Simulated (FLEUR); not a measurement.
## MgS (Niningerite) under changes of volume

One of the cells (17.609 Å³/atom); the others are scaled copies at fixed shape and fractional positions:

```xyz
2
Lattice="0.0000 2.6016 2.6016 2.6016 0.0000 2.6016 2.6016 2.6016 0.0000" Properties=species:S:1:pos:R:3 pbc="T T T"
S     2.6016    2.6016    2.6016
Mg    0.0000    0.0000    0.0000
```

- Program: FLEUR MaX-R8.1 (later development tree)
- Functional: r2SCAN
- Potentials or basis: all-electron
- Basis: FLAPW
- Kmax: 4.43 1/bohr
- k mesh: 9 × 9 × 9
- Occupations: fermi-dirac, width 0.05 eV
- Spin: no spin polarisation

| volume (Å³/atom) | energy over the lowest point (meV/atom) | gap on the mesh (eV) |
| --- | --- | --- |
| 16.553 | ? | ? |
| 16.905 | 7.56 | 3.67 |
| 17.609 | 0.00 | 3.59 |
| 18.314 | 6.61 | 3.52 |
| 18.666 | 14.32 | 3.48 |

Problem. What does the run at 16.553 Å³/atom give?

Solution. Energy over the lowest point 17.48 meV/atom; gap on the mesh 3.71 eV.

Worked out: A Birch-Murnaghan fit of order 2 (a polynomial in V^(-2/3)) to the other rows has its minimum at 17.61 Å³/atom with B0 = V·E''(V) = 80 GPa. It gives 17.56 meV/atom at 16.553 Å³/atom, against the run's 17.48. A straight line through the other rows of the gap, of slope -1.9 eV per unit of ln V, extrapolates to 3.71 eV, against the run's 3.71.

Energies are extrapolated to zero smearing.

Caveats: the meta-GGA is that of a development version, with a GGA for the radial functions and cores and without core tails; an odd mesh through Γ misses points on the zone boundary, where band edges often lie.
